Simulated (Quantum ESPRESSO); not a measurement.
Crystal: WS2.

```
CELL_PARAMETERS angstrom
1.57900 0.91164 6.16333
-1.57900 0.91164 6.16333
0.00000 -1.82327 6.16333
ATOMIC_POSITIONS crystal
W 0.00000 0.00000 0.00000
S 0.58100 0.58100 0.58100
S 0.75030 0.75030 0.75030
```

Measurements of this composition are mostly on another form, of space group No. 194.

Base run:

- Program: Quantum ESPRESSO 7.5
- Functional: PBEsol
- Potentials or basis: GBRV 1.5 PBEsol
- Cutoff: 762 eV
- Density cutoff: 6095 eV
- k mesh: 10 × 10 × 10
- Occupations: fermi-dirac, width 0.05 eV
- Spin: no spin polarisation

Its results: band gap on the k mesh 1.02 eV, indirect (least direct gap 2.23 eV); pressure -0.4 GPa; largest force 0.603 eV/Å.

Task: The run is repeated on the same cell with these changes: hubbard terms from none to W d U = 8 eV. What comes out?

Result: Band gap on the k mesh 1.14 eV, indirect (least direct gap 1.37 eV); pressure 1.5 GPa; largest force 0.627 eV/Å.

The U term pushes filled and empty states of the shell apart.

Caveats: spin-orbit coupling is left out, which moves the levels of the heavy elements.

A k mesh can miss the band edges.
